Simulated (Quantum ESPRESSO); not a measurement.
TaN:

```
Ta N
1.0
     0.00000    2.21132    2.21132
     2.21132    0.00000    2.21132
     2.21132    2.21132    0.00000
Ta N
1 1
Direct
  0.50000 0.50000 0.50000
  0.00000 0.00000 0.00000
```

The cell comes from a database or a generator and needn't be the stable form of this composition.

- Program: Quantum ESPRESSO 7.5
- Task: phonons
- Functional: AM05
- Potentials or basis: PseudoDojo 0.4.1 SR PBE standard
- Cutoff: 1143 eV
- Density cutoff: 4572 eV
- k mesh: 8 × 8 × 8
- Occupations: cold, width 0.2 eV
- Spin: no spin polarisation
- Mixing beta: 0.5
- Most SCF iterations: 120
- SCF threshold: 4e-10 Ry

The cell and the atoms were relaxed first, to 10.45 Å³/atom (a = 3.092 Å, b = 3.092 Å, c = 3.092 Å, α = 60.00°, β = 60.00°, γ = 60.00°), and the response was taken there.

Question: What is the highest optical frequency at the zone centre?

Answer: 439 cm⁻¹, a mode of symmetry T1u (IR).

Optical modes at Γ, degenerate ones joined:
| cm⁻¹ | components | symmetry | active in |
| --- | --- | --- | --- |
| 439 | 3 | T1u | IR |

Caveat: the mesh is thin for the phonons of a metal; the potentials were made for another functional, which shifts forces and pressure.
